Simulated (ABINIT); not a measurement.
# BaZrO3 (Pm-3m) in ABINIT: settings compared, part 2 of 2

ABINIT 10.8.3 (patched build).

**3. Band structure, TB-mBJ**

run.abi

```
# Datasets: ground state, then fixed potential
ndtset 2

# Pseudopotentials
pp_dirpath "./"
pseudos "Ba.LDA_PW-JTH.xml, Zr.LDA_PW-JTH.xml, O.LDA_PW-JTH.xml"

# Structure
acell 4.19134 4.19134 4.19134 Angstrom
rprim
     1.0000000000     0.0000000000     0.0000000000
     0.0000000000     1.0000000000     0.0000000000
     0.0000000000     0.0000000000     1.0000000000
ntypat 3
znucl 56 40 8
natom 5
typat 1 2 3 3 3
xred
     0.0000000000     0.0000000000     0.0000000000
     0.5000000000     0.5000000000     0.5000000000
     0.5000000000     0.5000000000     0.0000000000
     0.5000000000     0.0000000000     0.5000000000
     0.0000000000     0.5000000000     0.5000000000

# Plane-wave basis
ecut 28.0
pawecutdg 50.0

# Exchange and correlation
ixc -208012
usekden 1
pawxcdev 0

# Bands and occupations
occopt 3
tsmear 0.05 eV

# SCF cycle
nstep 100
diemix 0.3
optforces 0
optstress 0

# Output
iomode 3
prtwf 0
prteig 0
prtebands 0
enunit 1
prtden1 1
prtkden1 1

# Dataset 1
kptopt1 1
ngkpt1 5 5 5
nshiftk1 1
shiftk1 0.0 0.0 0.0
nband1 24
tolvrs1 1.0e-7

# Dataset 2: bands along G-X-M-G-R-X
iscf2 -2
getden2 1
getkden2 1
nband2 30
nbdbuf2 4
tolwfr2 1.0e-11
kptopt2 -5
ndivsm2 6
prteig2 1
kptbounds2
     0.0000000000     0.0000000000     0.0000000000
     0.0000000000     0.5000000000     0.0000000000
     0.5000000000     0.5000000000     0.0000000000
     0.0000000000     0.0000000000     0.0000000000
     0.5000000000     0.5000000000     0.5000000000
     0.0000000000     0.5000000000     0.0000000000
```

Potentials or basis: JTH PAW LDA v2.0.

Run with:

```bash
abinit run.abi > log 2>&1
```

run.abo:

```text
.Version 10.8.3 of ABINIT
 DATASET    1 : space group Pm -3 m (#221); Bravais cP (primitive cubic)
================================================================================
 Values of the parameters that define the memory need for DATASET  1.
     intxc =       0    ionmov =       0      iscf =       7    lmnmax =      18
     lnmax =       6     mgfft =      40  mpssoang =       3    mqgrid =    3001
     natom =       5  nloc_mem =       2    nspden =       1   nspinor =       1
    nsppol =       1      nsym =      48    n1xccc =       1    ntypat =       3
    occopt =       3   xclevel =       2
       mpw =        3541          nfft =       64000          nkpt =          10
 PAW method is used; the additional fine FFT grid is defined by:
   mgfftf=        54    nfftf =    157464
================================================================================
================================================================================

 DATASET    2 : space group Pm -3 m (#221); Bravais cP (primitive cubic)
================================================================================
 Values of the parameters that define the memory need for DATASET  2.
     intxc =       0    ionmov =       0      iscf =      -2    lmnmax =      18
     lnmax =       6     mgfft =      40  mpssoang =       3    mqgrid =    3001
     natom =       5  nloc_mem =       2    nspden =       1   nspinor =       1
    nsppol =       1      nsym =      48    n1xccc =       1    ntypat =       3
    occopt =       3   xclevel =       2
       mpw =        3548          nfft =       64000          nkpt =          39
 PAW method is used; the additional fine FFT grid is defined by:
   mgfftf=        54    nfftf =    157464
================================================================================
================================================================================

--------------------------------------------------------------------------------
------------- Echo of variables that govern the present computation ------------
--------------------------------------------------------------------------------
 -outvars: echo values of preprocessed input variables --------
            acell      7.9204847006E+00  7.9204847006E+00  7.9204847006E+00 Bohr
              amu      1.37327000E+02  9.12240000E+01  1.59994000E+01
           diemix      3.00000000E-01
             ecut      2.80000000E+01 Hartree
           enunit           1
           getden1          0
           getden2          1
          getkden1          0
          getkden2          1
             iscf1          7
             iscf2         -2
              ixc     -208012
           jdtset        1    2
           kptopt1          1
           kptopt2         -5
         kptrlatt        5    0    0      0    5    0      0    0    5
          kptrlen1     3.96024235E+01
          kptrlen2     3.00000000E+01
            natom           5
            nband1         24
            nband2         30
           nbdbuf1          0
           nbdbuf2          4
           ndtset           2
           ndivsm1          0
           ndivsm2          6
            ngfft          40      40      40
          ngfftdg          54      54      54
             nkpt1         10
             nkpt2         39
            nstep         100
             nsym          48
           ntypat           3
           occopt           3
        optforces           0
        optstress           0
[... 702 lines left out ...]
entropy   :   0.00000000E+00
fermie    :   2.75054785E-01
cartesian_stress_tensor: null
pressure_GPa: null
xred      :
- [  0.0000E+00,   0.0000E+00,   0.0000E+00, Ba]
- [  5.0000E-01,   5.0000E-01,   5.0000E-01, Zr]
- [  5.0000E-01,   5.0000E-01,   0.0000E+00,  O]
- [  5.0000E-01,   0.0000E+00,   5.0000E-01,  O]
- [  0.0000E+00,   5.0000E-01,   5.0000E-01,  O]
cartesian_forces: null
force_length_stats: {min: null, max: null, mean: null, }
...

 Integrated electronic density in atomic spheres:
 ------------------------------------------------
 Atom  Sphere_radius  Integrated_density
    1        2.31519          6.57955659
    2        2.22030          8.92638136
    3        1.41465          4.67917769
    4        1.41465          4.67917769
    5        1.41465          4.67917769

================================================================================

 ----iterations are completed or convergence reached----

 Mean square residual over all n,k,spin=   51.653E-13; max=  99.819E-13
 reduced coordinates (array xred) for    5 atoms
       0.000000000000      0.000000000000      0.000000000000
       0.500000000000      0.500000000000      0.500000000000
       0.500000000000      0.500000000000      0.000000000000
       0.500000000000      0.000000000000      0.500000000000
       0.000000000000      0.500000000000      0.500000000000

 cartesian coordinates (angstrom) at end:
    1      0.00000000000000     0.00000000000000     0.00000000000000
    2      2.09567000000000     2.09567000000000     2.09567000000000
    3      2.09567000000000     2.09567000000000     0.00000000000000
    4      2.09567000000000     0.00000000000000     2.09567000000000
    5      0.00000000000000     2.09567000000000     2.09567000000000
 length scales=  7.920484700562  7.920484700562  7.920484700562 bohr
              =  4.191340000000  4.191340000000  4.191340000000 angstroms
 Eigenvalues (   eV  ) for nkpt=  39  k points:
 kpt#   1, nband= 30, wtk=  1.00000, kpt=  0.0000  0.0000  0.0000 (reduced coord)
 -41.97643  -20.03792  -19.98463  -19.98463  -19.98463  -12.25647  -12.10750  -12.10750
  -5.16786   -5.16786   -5.16786    3.90195    3.90195    3.90195    4.38374    4.38374
   4.38374    4.96696    4.96696    4.96696    9.42840    9.42840    9.42840   11.20222
  11.20222   12.68911   12.68912   12.96100   14.16922   14.16922
 kpt#   2, nband= 30, wtk=  1.00000, kpt=  0.0000  0.0833  0.0000 (reduced coord)
 -41.97637  -20.07915  -19.98451  -19.98451  -19.96138  -12.24936  -12.10662  -12.06148
  -5.16384   -5.16384   -5.15947    3.78153    3.88490    3.88490    4.33019    4.33019
   4.34531    4.79761    4.94208    4.94208    9.45061    9.56787    9.56787   11.29792
  11.30921   12.69020   12.90598   13.12802   14.10990   14.20714
 kpt#   3, nband= 30, wtk=  1.00000, kpt=  0.0000  0.1667  0.0000 (reduced coord)
 -41.97576  -20.15475  -19.98352  -19.98352  -19.93254  -12.26465  -12.10392  -11.89847
  -5.15249   -5.15249   -5.13614    3.39460    3.83559    3.83559    4.19318    4.19318
   4.24527    4.45437    4.88321    4.88321    9.51348    9.94665    9.94665   11.56145
  11.60873   12.69329   13.29104   13.75680   13.94549   14.30068
 kpt#   4, nband= 30, wtk=  1.00000, kpt=  0.0000  0.2500  0.0000 (reduced coord)
 -41.97480  -20.23966  -19.98200  -19.98200  -19.90883  -12.30340  -12.10020  -11.65198
[... 164 lines left out ...]
 -41.97187  -20.36347  -20.02583  -20.02453  -19.89111  -12.21661  -11.96009  -11.14505
  -5.17250   -5.10655   -5.07354    1.56484    2.97899    3.35295    3.36714    3.49590
   4.26727    4.40223    4.40952    4.41206   10.31566   11.69278   11.69950   13.05259
  13.29334   13.39190   13.81777   14.03853   14.13175   15.53783
 kpt#  38, nband= 30, wtk=  1.00000, kpt=  0.0625  0.5000  0.0625 (reduced coord)
 -41.97269  -20.38257  -19.99139  -19.99101  -19.87873  -12.34460  -12.05844  -11.13038
  -5.12279   -5.09373   -5.05766    1.57597    3.36484    3.51015    3.55960    3.56530
   4.11710    4.12995    4.59962    4.61271    9.95132   11.64267   11.64533   12.82753
  12.87219   13.12800   13.39609   14.26201   14.33232   15.08249
 kpt#  39, nband= 30, wtk=  1.00000, kpt=  0.0000  0.5000  0.0000 (reduced coord)
 -41.97298  -20.38946  -19.97911  -19.97911  -19.87416  -12.38930  -12.09276  -11.12441
  -5.10516   -5.10516   -5.04086    1.58038    3.56341    3.56341    3.76645    3.76645
   3.77680    3.87881    4.72434    4.72434    9.81465   11.63148   11.63148   12.67189
  12.74350   13.03047   13.26520   14.41359   14.41359   14.84103

== END DATASET(S) ==============================================================
================================================================================

 -outvars: echo values of variables after computation  --------
            acell      7.9204847006E+00  7.9204847006E+00  7.9204847006E+00 Bohr
           etotal1    -9.9130738429E+01
            fcart1     9.9999999999E+99  9.9999999999E+99  9.9999999999E+99
                       9.9999999999E+99  9.9999999999E+99  9.9999999999E+99
                       9.9999999999E+99  9.9999999999E+99  9.9999999999E+99
                       9.9999999999E+99  9.9999999999E+99  9.9999999999E+99
                       9.9999999999E+99  9.9999999999E+99  9.9999999999E+99
           strten1     9.9999999999E+99  9.9999999999E+99  9.9999999999E+99
                       9.9999999999E+99  9.9999999999E+99  9.9999999999E+99
           xangst      0.0000000000E+00  0.0000000000E+00  0.0000000000E+00
                       2.0956700000E+00  2.0956700000E+00  2.0956700000E+00
                       2.0956700000E+00  2.0956700000E+00  0.0000000000E+00
                       2.0956700000E+00  0.0000000000E+00  2.0956700000E+00
                       0.0000000000E+00  2.0956700000E+00  2.0956700000E+00
             xred      0.0000000000E+00  0.0000000000E+00  0.0000000000E+00
                       5.0000000000E-01  5.0000000000E-01  5.0000000000E-01
                       5.0000000000E-01  5.0000000000E-01  0.0000000000E+00
                       5.0000000000E-01  0.0000000000E+00  5.0000000000E-01
                       0.0000000000E+00  5.0000000000E-01  5.0000000000E-01
 Calculation completed.
```

Run time: 8.1 min. Hardware: 1 thread of Arm Neoverse V2, shared host; peak memory 0.25 GiB.

Results:

```yaml
Band_gap_on_the_k_mesh: 4.24 eV, indirect (least direct gap 4.46 eV)
Band_gap_along_the_path: 4.15 eV, indirect (least direct gap 4.46 eV)
Valence_electrons_inside_the_program's_atomic_spheres: Ba 6.58; Zr 8.93; O 4.68
```

Levels at the corners of the path, in eV from the valence-band top:
| point | band 17 | band 18 | band 19 | band 20 | band 21 | band 22 | band 23 | band 24 |
| --- | --- | --- | --- | --- | --- | --- | --- | --- |
| Γ | -0.90 | -0.31 | -0.31 | -0.31 | 4.15 | 4.15 | 4.15 | 5.92 |
| X | -1.50 | -1.40 | -0.55 | -0.55 | 4.54 | 6.35 | 6.35 | 7.39 |
| M | -0.88 | -0.83 | -0.83 | -0.06 | 6.33 | 6.33 | 7.19 | 7.22 |
| Γ | -0.90 | -0.31 | -0.31 | -0.31 | 4.15 | 4.15 | 4.15 | 5.92 |
| R | -2.30 | 0.00 | 0.00 | 0.00 | 6.89 | 6.89 | 6.89 | 7.56 |
| X | -1.50 | -1.40 | -0.55 | -0.55 | 4.54 | 6.35 | 6.35 | 7.39 |

Caveat: this set's barium file shifts pressures by 1.5 GPa and gaps by 0.1 eV against other sets; the constant c of TB-mBJ comes from the pseudo density here, which moves gaps by up to 0.3 eV between sets of potentials; the PAW data sets were made with another functional, which shifts forces and pressure a little; spin-orbit coupling is left out, which moves the levels of the heavy elements; the mesh misses the band edges, which the band path finds closer together.
